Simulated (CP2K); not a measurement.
BP: equation of state with LDA

**The experiment to reproduce.**

From “Equation of state of single-crystal cubic boron phosphide”, 2014, arxiv:1407.1677, for a bulk crystal of BP at 300 K: bulk modulus 179 ± 1 GPa.

BP:

```xyz
2
Lattice="3.2089 0.0000 0.0000 1.6044 2.7789 0.0000 1.6044 0.9263 2.6200" Properties=species:S:1:pos:R:3 pbc="T T T"
P     4.8133    2.7789    1.9650
B     0.0000    0.0000    0.0000
```

```json
{
  "Program": "CP2K 2026.2",
  "Task": "equation of state",
  "Functional": "LDA",
  "Potentials or basis": "GTH_POTENTIALS P GTH-PADE-q5, B GTH-PADE-q3; TZVP-MOLOPT-PBE-GTH basis",
  "Density cutoff": "6123 eV",
  "k mesh": "10 × 10 × 10",
  "Occupations": "fermi-dirac, width 0.0259 eV",
  "Spin": "no spin polarisation"
}
```

The equilibrium volume is 11.25 Å³/atom. The bulk modulus is 174 GPa and the pressure derivative of the bulk modulus is 3.8.

Energy against volume, from the lowest point:
| volume (Å³/atom) | energy (meV/atom) |
| --- | --- |
| 10.981 | 3.62 |
| 11.214 | 0.00 |
| 11.448 | 1.73 |
| 11.682 | 8.33 |
| 11.915 | 19.33 |
| 12.149 | 34.31 |
| 12.383 | 52.91 |

All runs of the series together: 2.3 min on 2 threads of Arm Neoverse V2 (shared host).

A measured bulk modulus of BP is 179 GPa (300 K; “Equation of state of single-crystal cubic boron phosphide”, 2014, arxiv:1407.1677); the calculated 174 GPa misses it by -2.7 %. 3 values of this kind are on record (173 to 179 GPa); this one was drawn at random among those near their median, those with a stated uncertainty first. The fit is for a static lattice scaled at fixed shape and fixed fractional positions.

Caveat: the basis of atomic orbitals isn't converged, which shifts pressures, moduli and gaps. LDA usually gives volumes a few per cent too small.
